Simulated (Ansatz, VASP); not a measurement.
One calculation of Au, two programs

The input INCAR:

```
  ALGO = Normal
  EDIFF = 1E-6
  ENCUT = 520
  GGA = PS
  ISIF = 2
  ISMEAR = -1
  LASPH = T
  LCHARG = T
  LELF = T
  LREAL = F
  LVHAR = T
  LWAVE = F
  NBANDS = 12
  NELM = 60
  PREC = Accurate
  SIGMA = 0.05
```

The input KPOINTS:

```
k-points
0
Gamma
  11 11 11
```

POSCAR

```
Au
1.0
    0.0000000000      2.0617793868      2.0617793868
    2.0617793868      0.0000000000      2.0617793868
    2.0617793868      2.0617793868      0.0000000000
Au
1
Direct
    0.0000000000      0.0000000000      0.0000000000
```

The input input.yaml:

```yaml
crystal:
  lattice:
    - [0.0, 2.0617793868, 2.0617793868]
    - [2.0617793868, 0.0, 2.0617793868]
    - [2.0617793868, 2.0617793868, 0.0]
  atoms:
    - { symbol: Au, position: [0.0, 0.0, 0.0] }
kpoints:
  mp_grid: { grid: [11, 11, 11] }
scf:
  occupations: { method: fermi_dirac, width: 0.05 }
hamiltonian:
  xc: pbesol
  pseudopotentials: { kind: all_electron, lapw: { basis_error: 0.0005 } }
output:
  forces: true
  stress: true
  eigenvalues: true
```

Change from the starting cell: volume scaled by 1.04.

Alike in both runs: task single point; functional PBEsol; k mesh 11 × 11 × 11; occupations fermi-dirac, width 0.05 eV; no spin polarisation.

|  | VASP | Ansatz |
| --- | --- | --- |
| version | VASP 6.6.1 | Ansatz 0.2.0 |
| potentials or method | VASP PAW PBE potentials, release 64 (Au) | all-electron LAPW, scalar-relativistic |
| plane-wave cutoff (eV) | 520 | see its input |

Ansatz gave:

* gap on the k mesh at the Fermi level (eV): none
* pressure (GPa): -4.8

Question: What did VASP give for the same quantities?

Answer: gap on the k mesh at the Fermi level (eV): none; pressure (GPa): -5.1.

A gap of «none» marks a metal or a gap that the smearing closes. Ansatz ran all-electron here, so the differences hold the error of VASP's frozen core and of both bases.

Caveats: the PAW data sets were made with another functional, which shifts forces and pressure a little (VASP). The runs have no spin-orbit coupling, so splittings on Au are missing.
